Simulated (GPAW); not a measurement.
Runs of GPAW 26.7.0 on Hf. The structure is cubic, space group Fm-3m (No. 225). The conventional cell has a = 4.440 Å, b = 4.440 Å, c = 4.440 Å, α = 90.00°, β = 90.00°, γ = 90.00°. Around Hf (site symmetry m-3m) lie 12 Hf at 3.14 Å. This isn't the form of Hf at room conditions, which is hcp.

```tsv
level	potentials or basis	U	cell	smearing	smearing order	gap on the mesh (eV)	pressure (GPa)
PBE	GPAW PAW data sets (gpaw-data 1.2.1), pw	-	as given	gaussian 0.02 eV	-	none	(a)
RPBE	the program's PAW data sets (release 1.2.1) made for this functional, pw	-	as given	gaussian 0.05 eV	-	none	6.4
PBEsol+U	PAW data sets generated in the run's folder for this functional, pw	Hf d U = 4.5 eV	cell strained at random at fixed volume	methfessel-paxton 0.2 eV	1	none	18.4
PBEsol	PAW data sets generated in the run's folder for this functional, pw	-	as given	gaussian 0.02 eV	-	none	-1.4
```

Alike in all rows: task single point; no spin polarisation; k mesh 10 × 10 × 10; cutoff (eV) 600.

**Question.** Fill in the values left out.

**Answer.** (a) 3.2.

Caveats: this smearing can pin the Fermi level at a band edge (some runs); U without spin polarisation on a metal has little footing (some runs); the U is typed as a test and isn't derived for this compound (some runs).

A k mesh can miss the band edges, and the runs leave out spin-orbit coupling on Hf.

A gap of «none» marks a metal or a gap under the smearing width.
